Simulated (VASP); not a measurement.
Set up this calculation in VASP 6.6.1, as the native input.

| Item | Value |
| --- | --- |
| Task | single point |
| Functional | PBE |
| Potentials or basis | VASP PAW PBE potentials, release 64 (In_d, P) |
| Cutoff | 520 eV |
| k mesh | 8 × 8 × 8 |
| Occupations | fermi-dirac, width 0.02 eV |
| Spin | no spin polarisation |
| Dipole correction | no |
| Further INCAR settings | ALGO = Normal; EDIFF = 1e-06; NBANDS = 16 |

The structure of InP lies in POSCAR:

```
InP
1.0
    0.0000000000      2.7806956815      2.9537876370
    2.7806956815      0.0000000000      2.9537876370
    2.7806956815      2.7806956815      0.0000000000
In P
1 1
Direct
    0.0000000000      0.0000000000      0.0000000000
    0.2500000000      0.2500000000      0.2500000000
```

The cell was built by a generator and needn't be a form met in nature.

The cell isn't the ideal one: biaxial_xy strain -5.9%.

One way to write it, as run:

INCAR

```
  PREC = Accurate
  ENCUT = 520
  EDIFF = 1E-6
  ISMEAR = -1
  SIGMA = 0.02
  LREAL = False
  LASPH = True
  NELM = 100
  ALGO = Normal
  ISIF = 2
  LWAVE = False
  LCHARG = True
  GGA = PE
  LELF = True
  LVHAR = True
  NBANDS = 16
```

KPOINTS

```
regular mesh
0
Gamma
  8 8 8
```

Potentials or basis: VASP PAW PBE potentials, release 64 (In_d, P).

Launch:

```bash
$ cat potpaw_PBE.64/In_d/POTCAR potpaw_PBE.64/P/POTCAR > POTCAR
$ mpirun -np 1 vasp_std > vasp.out
```

Results of the run:

| Item | Value |
| --- | --- |
| Pressure | 12.0 GPa |
| Band gap on the k mesh | 1.11 eV, direct |

Caveat: spin-orbit coupling is left out, which moves the levels of the heavy elements.

Run time: 18 s on 1 thread of Intel(R) Xeon(R) 6975P-C (Granite Rapids) (shared host), peak memory 0.19 GiB.
